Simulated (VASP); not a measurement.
# KF (R-3m) in VASP: a series of runs

The runs below take KF through single point, with LDA.

Program: VASP 6.6.1. These are calculated values, not measurements. Logs are shortened: lines on timing, memory, paths and dates and some standing lists are left out, and cuts for length are marked.

## Step 1: The cell of the first run

Symmetry: R-3m, No. 166, trigonal system. The conventional cell has a = 3.650 Å, b = 3.650 Å, c = 9.380 Å, α = 90.00°, β = 90.00°, γ = 120.00°. K (site symmetry -3m) is surrounded by 6 F at 2.62 Å. F (site symmetry -3m) is surrounded by 6 K at 2.62 Å.

## Step 2: Single point, LDA

Input file INCAR:

```
PREC = Accurate
ENCUT = 520
EDIFF = 1E-6
ISMEAR = 0
SIGMA = 0.05
LREAL = False
LASPH = True
NELM = 60
ALGO = Normal
ISIF = 2
LWAVE = False
LCHARG = True
GGA = CA
LELF = True
LVHAR = True
NBANDS = 15
```

Input file KPOINTS:

```
Automatic mesh
0
Gamma
  8 8 8
```

Input file POSCAR:

```
KF
1.0
    0.0848176934      2.6654777359      2.6654777359
    2.6654777359      0.0848176934      2.6654777359
    2.6654777359      2.6654777359      0.0848176934
K F
1 1
Direct
    0.0000000000      0.0000000000      0.0000000000
    0.5000000000      0.5000000000      0.5000000000
```

Potentials or basis: VASP PAW LDA potentials, release 64 (K_sv, F).

The run is started by

```
$ cat potpaw_LDA.64/K_sv/POTCAR potpaw_LDA.64/F/POTCAR > POTCAR
$ mpirun -np 1 vasp_std > vasp.out
```

OUTCAR:

```text
PREC = Accurate
   ENCUT = 520
   EDIFF = 1E-6
   ISMEAR = 0
   LREAL = False
   LASPH = True
   NELM = 60
   ISIF = 2
   GGA = CA

 ion  position               nearest neighbor table
   1  0.000  0.000  0.000-   2 2.62   2 2.62   2 2.62   2 2.62   2 2.62   2 2.62
   2  0.500  0.500  0.500-   1 2.62   1 2.62   1 2.62   1 2.62   1 2.62   1 2.62

  LATTYP: Found a trigonal (rhomboedric) cell.
 ALAT       =     3.7705088731
 COS(alpha) =     0.5315517071

  Lattice vectors:

 A1 = (   0.0848176934,   2.6654777359,   2.6654777359)
 A2 = (   2.6654777359,   0.0848176934,   2.6654777359)
 A3 = (   2.6654777359,   2.6654777359,   0.0848176934)

Analysis of symmetry for initial positions (statically):
=====================================================================
 Subroutine PRICEL returns:
 Original cell was already a primitive cell.

 Routine SETGRP: Setting up the symmetry group for a
 trigonal (rhombohedral) supercell.

 Subroutine GETGRP returns: Found 12 space group operations
 (whereof 12 operations were pure point group operations)
 out of a pool of 12 trial point group operations.

The static configuration has the point symmetry D_3d.

Analysis of symmetry for dynamics (positions and initial velocities):
=====================================================================
 Subroutine PRICEL returns:
 Original cell was already a primitive cell.

 Routine SETGRP: Setting up the symmetry group for a
 trigonal (rhombohedral) supercell.

 Subroutine GETGRP returns: Found 12 space group operations
 (whereof 12 operations were pure point group operations)
 out of a pool of 12 trial point group operations.

The dynamic configuration has the point symmetry D_3d.

 Subroutine INISYM returns: Found 12 space group operations
 (whereof 12 operations are pure point group operations),
 and found     1 'primitive' translations

----------------------------------------------------------------------------------------

                                     Primitive cell

  volume of cell :      36.0680

  direct lattice vectors                    reciprocal lattice vectors
     0.084817693  2.665477736  2.665477736    -0.196783229  0.190714536  0.190714536
     2.665477736  0.084817693  2.665477736     0.190714536 -0.196783229  0.190714536
     2.665477736  2.665477736  0.084817693     0.190714536  0.190714536 -0.196783229

  length of vectors
     3.770508873  3.770508873  3.770508873     0.333867800  0.333867800  0.333867800

  position of ions in fractional coordinates (direct lattice)
     0.000000000  0.000000000  0.000000000
     0.500000000  0.500000000  0.500000000

  ion indices of the primitive-cell ions
   primitive index   ion index
                 1           1
                 2           2

----------------------------------------------------------------------------------------

 KPOINTS: Automatic mesh

Automatic generation of k-mesh.
 Grid dimensions read from file:
 generate k-points for:    8    8    8

 Generating k-lattice:

  Cartesian coordinates                     Fractional coordinates (reciprocal lattice)
    -0.024597904  0.023839317  0.023839317     0.125000000  0.000000000  0.000000000
     0.023839317 -0.024597904  0.023839317     0.000000000  0.125000000  0.000000000
     0.023839317  0.023839317 -0.024597904     0.000000000  0.000000000  0.125000000

  Length of vectors
     0.041733475  0.041733475  0.041733475

  Shift w.r.t. Gamma in fractional coordinates (k-lattice)
     0.000000000  0.000000000  0.000000000

 Subroutine IBZKPT returns following result:
 ===========================================

 Found     65 irreducible k-points:

 Following reciprocal coordinates:
            Coordinates               Weight
  0.000000  0.000000  0.000000      1.000000
  0.125000  0.000000 -0.000000      6.000000
  0.250000  0.000000 -0.000000      6.000000
  0.375000 -0.000000 -0.000000      6.000000
  0.500000  0.000000 -0.000000      3.000000
  0.125000  0.125000  0.000000      6.000000
[... 16 lines left out ...]
  0.250000  0.125000  0.125000      6.000000
  0.375000  0.125000  0.125000      6.000000
 [... further k-points ...]
   k-points           NKPTS =     65   k-points in BZ     NKDIM =     65   number of bands    NBANDS=     15
   number of dos      NEDOS =    301   number of ions     NIONS =      2
   total plane-waves  NPLWV =  21952
   dimension x,y,z NGX =    28 NGY =   28 NGZ =   28
   dimension x,y,z NGXF=    56 NGYF=   56 NGZF=   56
   ions per type =               1   1
   NGX,Y,Z   is equivalent  to a cutoff of  12.35, 12.35, 12.35 a.u.
   NGXF,Y,Z  is equivalent  to a cutoff of  24.69, 24.69, 24.69 a.u.
 SYSTEM =  unknown system
   PREC   = accura    normal or accurate (medium, high low for compatibility)
   ISTART =      0    job   : 0-new  1-cont  2-samecut
   ICHARG =      2    charge: 1-file 2-atom 10-const
   ISPIN  =      1    spin polarized calculation?
   LNONCOLLINEAR =      F non collinear calculations
   LSORBIT =      F    spin-orbit coupling
   LASPH  =      T    aspherical Exc in radial PAW
   ENCUT  =  520.0 eV  38.22 Ry    6.18 a.u.   7.01  7.01  7.01*2*pi/ulx,y,z
   NELM   =     60;   NELMIN=  2; NELMDL= -5     # of ELM steps
   EDIFF  = 0.1E-05   stopping-criterion for ELM
   LREAL  =      F    real-space projection
   EDIFFG = 0.1E-04   stopping-criterion for IOM
   NSW    =      0    number of steps for IOM
   IBRION =     -1    ionic relax: 0-MD 1-quasi-New 2-CG
   NFREE  =      0    steps in history (QN), initial steepest desc. (CG)
   ISIF   =      2    stress and relaxation
   ISYM   =      2    0-nonsym 1-usesym 2-fastsym
   POTIM  = 0.5000    time-step for ionic-motion
   TEBEG  =    0.0;   TEEND  =   0.0 temperature during run
   PSTRESS=    0.0 pullay stress
   NELECT =      16.0000    total number of electrons
   NUPDOWN=      -1.0000    fix difference up-down
   EMIN   =  10.00;   EMAX   =-10.00  energy-range for DOS
   EFERMI =   0.00;   METHOD = LEGACY
   ISMEAR =     0;   SIGMA  =   0.05  broadening in eV -4-tet -1-fermi 0-gaus
   EFERMI_NEDOS =   21; number of points for ismear=-14 and -15
   IALGO  =     38    algorithm
   IMIX   =      4    mixing-type and parameters
     AMIX     =   0.40;   BMIX     =  1.00
     AMIX_MAG =   1.60;   BMIX_MAG =  1.00
  volume/ion in A,a.u.               =      18.03       121.70
  Fermi-wavevector in a.u.,A,eV,Ry     =   1.248554  2.359426 21.209960  1.558888
  Thomas-Fermi vector in A             =   2.382636
   LORBIT       =      0    0 simple, 1 ext, 2 COOP (PROOUT), +10 PAW based schemes
   GGA     = CA    functional components
   LHFCALC =     F    Hartree Fock is set to
   AEXX    =    0.0000 exact exchange contribution
   IVDW    =     0    specifies the selected vdW correction
   LEPSILON=     F    determine dielectric tensor
   LRPA    =     F    only Hartree local field effects (RPA)
 non-spin polarized calculation
 Gauss-broadening in eV      SIGMA  =   0.05
  energy-cutoff  :      520.00
  volume of cell :       36.07
 maximum number of plane-waves:      1002
   NGX = 13   NGY = 13   NGZ = 13

 number of electron      16.0000003 magnetization

 Free energy of the ion-electron system (eV)
  ---------------------------------------------------
  ext. energy  EPLUGINS =         0.00000000
  ---------------------------------------------------
  free energy    TOTEN  =        -9.06017481 eV

  energy without entropy =       -9.06017481  energy(sigma->0) =       -9.06017481

 E-fermi :  -2.7177     XC(G=0):  -9.3879

 val. band max:       -3.0490622808   @ k =   0.0000   0.0000   0.0000
 cond. band min:       3.0072367920   @ k =   0.0000   0.0000   0.0000
 fundamental gap:      6.0562990728
 Fermi energy:        -2.7176554664

 k-point     1 :       0.0000    0.0000    0.0000
  band No.  band energies     occupation
      1     -28.5721      2.00000
      2     -21.3146      2.00000
      3     -12.0194      2.00000
      4     -11.9811      2.00000
      5     -11.9811      2.00000
      6      -3.0984      2.00000
      7      -3.0491      2.00000
      8      -3.0491      2.00000
      9       3.0072      0.00000
     10       7.2475      0.00000
     11       7.7499      0.00000
     12       7.7499      0.00000
     13       9.4188      0.00000
     14       9.4188      0.00000
     15      13.6552      0.00000

 k-point     2 :       0.1250    0.0000   -0.0000
  band No.  band energies     occupation
      1     -28.5516      2.00000
      2     -21.3329      2.00000
      3     -12.0400      2.00000
      4     -12.0186      2.00000
      5     -11.9911      2.00000
      6      -3.2234      2.00000
      7      -3.1609      2.00000
      8      -3.1117      2.00000
      9       3.4832      0.00000
     10       7.3227      0.00000
     11       7.5865      0.00000
     12       8.0029      0.00000
     13       9.5635      0.00000
     14       9.5775      0.00000
     15      14.5527      0.00000

 k-point     3 :       0.2500    0.0000   -0.0000
  band No.  band energies     occupation
      1     -28.5017      2.00000
      2     -21.3777      2.00000
      3     -12.1702      2.00000
      4     -12.0268      2.00000
      5     -12.0148      2.00000
      6      -3.5711      2.00000
      7      -3.3261      2.00000
      8      -3.2590      2.00000
      9       4.6429      0.00000
     10       6.9570      0.00000
     11       8.1295      0.00000
     12       8.6342      0.00000
     13      10.0160      0.00000
     14      10.0722      0.00000
     15      15.9500      0.00000
[... 343 lines left out ...]
 k-point    23 :       0.2500    0.1250    0.1250
  band No.  band energies     occupation
      1     -28.5264      2.00000
      2     -21.3615      2.00000
      3     -12.0861      2.00000
      4     -12.0663      2.00000
      5     -11.9785      2.00000
      6      -3.4688      2.00000
      7      -3.2319      2.00000
      8      -3.1109      2.00000
      9       4.0903      0.00000
     10       6.8543      0.00000
     11       8.2102      0.00000
     12       8.2598      0.00000
     13       9.8657      0.00000
     14       9.8659      0.00000
     15      15.4374      0.00000

 k-point    24 :       0.3750    0.1250    0.1250
  band No.  band energies     occupation
      1     -28.4769      2.00000
      2     -21.3993      2.00000
      3     -12.2234      2.00000
      4     -12.1067      2.00000
      5     -12.0028      2.00000
      6      -3.7133      2.00000
      7      -3.3694      2.00000
      8      -3.2426      2.00000
      9       5.2188      0.00000
     10       6.7364      0.00000
     11       8.5947      0.00000
     12       8.8717      0.00000
     13      10.3250      0.00000
     14      10.6037      0.00000
     15      15.3699      0.00000

 [... further k-points ...]

------------------------ aborting loop because EDIFF is reached ----------------------------------------

  FORCE on cell =-STRESS in cart. coord.  units (eV):
  Direction    XX          YY          ZZ          XY          YZ          ZX
  --------------------------------------------------------------------------------------
  -------------------------------------------------------------------------------------
  Total       -0.3890290     -0.3890290     -0.3890290     -0.1141527     -0.1141527     -0.1141527
  in kB      -17.2810631    -17.2810631    -17.2810631     -5.0707796     -5.0707796     -5.0707796
  external PRESSURE =     -17.2810631 kB  Pullay stress =       0.0000000 kB

 VOLUME and BASIS-vectors are now :
 -----------------------------------------------------------------------------
  energy-cutoff  :      520.00
  volume of cell :       36.07
      direct lattice vectors                 reciprocal lattice vectors
     0.084817693  2.665477736  2.665477736    -0.196783229  0.190714536  0.190714536
     2.665477736  0.084817693  2.665477736     0.190714536 -0.196783229  0.190714536
     2.665477736  2.665477736  0.084817693     0.190714536  0.190714536 -0.196783229

 POSITION                                       TOTAL-FORCE (eV/Angst)
 -----------------------------------------------------------------------------------
      0.00000      0.00000      0.00000         0.000000      0.000000     -0.000000
      2.70789      2.70789      2.70789        -0.000000      0.000000      0.000000
 -----------------------------------------------------------------------------------
    total drift:                                0.000000      0.000000      0.000000

  FREE ENERGIE OF THE ION-ELECTRON SYSTEM (eV)
  ---------------------------------------------------
  free  energy   TOTEN  =        -9.0601748077 eV

  energy  without entropy=       -9.0601748077  energy(sigma->0) =       -9.06017481
```

Run time: 24 s. Hardware: 1 thread of Intel Xeon Platinum 8488C (Sapphire Rapids), shared host; peak memory 0.16 GiB.

What came out:

* Free energy: -9.0602 eV
* Pressure: -1.7 GPa
* Band gap on the k mesh: 6.06 eV, direct

Stress tensor (GPa, compression positive):
```
-1.73 -0.51 -0.51
-0.51 -1.73 -0.51
-0.51 -0.51 -1.73
```

## Step 3: Single point, LDA

Input file INCAR:

```
SYSTEM = KF
PREC = Accurate
ENCUT = 520
EDIFF = 1E-6
ISMEAR = 0
SIGMA = 0.05
LREAL = .FALSE.
LASPH = .TRUE.
NELM = 100
ALGO = Normal
ISIF = 2
LWAVE = .FALSE.
LCHARG = .TRUE.
LELF = .TRUE.
LVHAR = .TRUE.
NBANDS = 15
```

Input file KPOINTS:

```
Automatic mesh
0
G
  8 8 8
  0 0 0
```

Input file POSCAR:

```
KF
1.0
    0.1391757426      2.6393387838      2.6393387838
    2.6393387838      0.1391757426      2.6393387838
    2.6393387838      2.6393387838      0.1391757426
K F
1 1
Direct
    0.0000000000      0.0000000000      0.0000000000
    0.5000000000      0.5000000000      0.5000000000
```

Potentials or basis: VASP PAW LDA potentials, release 64 (K_sv, F).

The run is started by

```
$ cat potpaw_LDA.64/K_sv/POTCAR potpaw_LDA.64/F/POTCAR > POTCAR
$ mpirun -np 1 vasp_std > vasp.out
```

Wall time 24 s (1 thread of Intel Xeon Platinum 8488C (Sapphire Rapids), shared host); peak memory 0.15 GiB.

The run converged. Its results:

* Free energy: -9.0557 eV
* Pressure: 0.8 GPa
* Band gap on the k mesh: 6.38 eV, direct

Stress tensor (GPa, compression positive):
```
 0.79 -0.83 -0.83
-0.83  0.79 -0.83
-0.83 -0.83  0.79
```

Levels at points of the mesh, in eV from the valence-band top:
```csv
k point,band 5,band 6,band 7,band 8,band 9,band 10,band 11,band 12
"(0.00, 0.00, 0.00)",-8.75,-0.08,0.00,0.00,6.38,10.19,11.03,11.03
"(0.50, 0.00, 0.00)",-8.82,-1.04,-0.63,-0.47,9.24,11.16,12.13,12.92
"(0.50, 0.50, 0.00)",-9.05,-0.18,-0.07,-0.03,7.90,10.70,12.34,14.07
"(0.50, 0.50, 0.50)",-8.77,-1.02,-0.39,-0.39,9.00,10.85,12.33,12.33
```

A k mesh can miss the band edges.

## Step 4: Single point, LDA

Input file INCAR:

```
  ALGO = Normal
  EDIFF = 1E-7
  ENCUT = 520
  ISIF = 2
  ISMEAR = 0
  LASPH = T
  LCHARG = F
  LREAL = F
  LWAVE = F
  NBANDS = 15
  NELM = 100
  PREC = Accurate
  SIGMA = 0.05
```

Input file KPOINTS:

```
k-points
0
Gamma
  8 8 8
```

Input file POSCAR:

```
KF
1.0
    0.0566722570      2.6642914443      2.6642914443
    2.6642914443      0.0566722570      2.6642914443
    2.6642914443      2.6642914443      0.0566722570
K F
1 1
Direct
    0.0000000000      0.0000000000      0.0000000000
    0.5000000000      0.5000000000      0.5000000000
```

The run is started by

```
$ cat potpaw_LDA.64/K_sv/POTCAR potpaw_LDA.64/F/POTCAR > POTCAR
$ mpirun -np 1 vasp_std > vasp.out
```

It took 26 s on 1 thread of Intel Xeon Platinum 8488C (Sapphire Rapids), shared host; peak memory 0.16 GiB.

It converged, with:

* Free energy: -9.0571 eV
* Pressure: -2.2 GPa
* Band gap on the k mesh: 5.99 eV, direct

Stress tensor (GPa, compression positive):
```
-2.22 -0.33 -0.33
-0.33 -2.22 -0.33
-0.33 -0.33 -2.22
```

Levels at points of the mesh, in eV from the valence-band top:
| k point | band 4 | band 5 | band 6 | band 7 | band 8 | band 9 | band 10 | band 11 | band 12 | band 13 |
| --- | --- | --- | --- | --- | --- | --- | --- | --- | --- | --- |
| (0.00, 0.00, 0.00) | -8.97 | -8.97 | -0.03 | 0.00 | 0.00 | 5.99 | 10.38 | 10.72 | 10.72 | 12.41 |
| (0.50, 0.00, 0.00) | -9.03 | -9.02 | -0.91 | -0.46 | -0.40 | 8.95 | 10.53 | 12.00 | 12.32 | 14.51 |
| (0.50, 0.50, 0.00) | -9.26 | -9.23 | -0.20 | -0.07 | -0.04 | 7.91 | 10.32 | 11.71 | 13.77 | 14.50 |
| (0.50, 0.50, 0.50) | -9.01 | -9.01 | -0.91 | -0.37 | -0.37 | 8.85 | 10.41 | 12.10 | 12.10 | 14.55 |

A k mesh can miss the band edges.

## Step 5: Single point, LDA

Input file INCAR:

```
PREC = Accurate
ENCUT = 520
EDIFF = 1E-6
ISMEAR = 0
SIGMA = 0.05
LREAL = F
LASPH = T
NELM = 100
ALGO = Fast
ISIF = 2
LWAVE = F
LCHARG = T
LELF = T
LVHAR = T
NBANDS = 15
```

Input file KPOINTS:

```
Automatic mesh
0
Gamma
  8 8 8
```

Input file POSCAR:

```
KF
1.0
    0.0281705103      2.6365510911      2.6365510911
    2.6365510911      0.0281705103      2.6365510911
    2.6365510911      2.6365510911      0.0281705103
K F
1 1
Direct
    0.0000000000      0.0000000000      0.0000000000
    0.5000000000      0.5000000000      0.5000000000
```

The run is started by

```
$ cat potpaw_LDA.64/K_sv/POTCAR potpaw_LDA.64/F/POTCAR > POTCAR
$ mpirun -np 1 vasp_std > vasp.out
```

Run time: 32 s. Hardware: 1 thread of Intel Xeon Platinum 8488C (Sapphire Rapids), shared host; peak memory 0.15 GiB.

It converged, with:

```yaml
Free_energy: -9.0649 eV
Pressure: -1.7 GPa
Band_gap_on_the_k_mesh: 6.08 eV, direct
```

Stress tensor (GPa, compression positive):
```
-1.70 -0.16 -0.16
-0.16 -1.70 -0.16
-0.16 -0.16 -1.70
```

Levels at points of the mesh, in eV from the valence-band top:
| k point | band 6 | band 7 | band 8 | band 9 | band 10 | band 11 |
| --- | --- | --- | --- | --- | --- | --- |
| (0.00, 0.00, 0.00) | -0.02 | 0.00 | 0.00 | 6.08 | 10.54 | 10.71 |
| (0.50, 0.00, 0.00) | -0.92 | -0.44 | -0.41 | 9.01 | 10.64 | 12.15 |
| (0.50, 0.50, 0.00) | -0.18 | -0.05 | -0.04 | 7.92 | 10.42 | 11.83 |
| (0.50, 0.50, 0.50) | -0.92 | -0.40 | -0.40 | 8.96 | 10.58 | 12.20 |

A k mesh can miss the band edges.

## Step 6: The runs side by side

| cell | gap on the mesh (eV) | pressure (GPa) |
| --- | --- | --- |
| volume 18.034 Å^3 an atom, length along [111] over the lengths across it, relative to the cubic cell 1.0493 | 6.06 | -1.7 |
| volume 16.933 Å^3 an atom, length along [111] over the lengths across it, relative to the cubic cell 1.0835 | 6.38 | 0.8 |
| volume 18.309 Å^3 an atom, length along [111] over the lengths across it, relative to the cubic cell 1.0326 | 5.99 | -2.2 |
| volume 18.034 Å^3 an atom, length along [111] over the lengths across it, relative to the cubic cell 1.0162 | 6.08 | -1.7 |

Alike in all rows: task single point; level LDA; potentials or basis VASP PAW LDA potentials, release 64 (K_sv, F); no spin polarisation; k mesh 8 × 8 × 8; cutoff (eV) 520; smearing gaussian 0.05 eV.

Total energies depend on the potentials used, so only differences within one code and one set of settings carry meaning.
